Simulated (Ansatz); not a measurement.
Rock-salt NaBr, treated with r²SCAN0 (plane waves, PAW; Ansatz, a program for electronic structure).

Settings: plane-wave cutoff 520 eV, 8×8×8 k mesh, Fermi–Dirac smearing 0.01 eV, scalar-relativistic PAW data made under PBE.

Pressure at four volumes; x = ln(V/26.162 Å³). One pressure is withheld.

```csv
V (Å³/atom),x,P (GPa)
24.775,-0.0545,?
25.427,-0.0285,0.614
26.162,0.0000,-0.067
27.383,0.0456,-0.982
```

Task: Pass a parabola P(x) through the three rows shown, estimate the bulk modulus and its pressure derivative near zero pressure, and predict the withheld pressure.

Result: Slopes between the rows: (-0.067 − (0.614))/(0.0000 − (-0.0285)) = -23.89 and (-0.982 − (-0.067))/(0.0456 − (0.0000)) = -20.07 GPa. Their difference over the span 0.0741 is c = 3.82/0.0741 = 51.6 GPa, so P(x) = 0.614 + (-23.89)(x − (-0.0285)) + 51.6 (x − (-0.0285))(x − (0.0000)). At the middle row B = −dP/dx = −[-23.89 + 51.6 × 0.0285] = 22.4 GPa, and B′ = dB/dP = 2c/B = 4.6. At x = -0.0545 the parabola gives 1.308 GPa; the run gives 1.319 GPa. The Birch–Murnaghan fit to the energies at all volumes has B0 = 22.7 GPa and B′ = 4.8.

Measured, for comparison: bulk modulus 22.6 GPa (4 K, zero-point motion not removed; as tabulated in Doll and Stoll (1998), arXiv:cond-mat/9801031). Computed (rounded) less measured: bulk modulus +0.4 %.
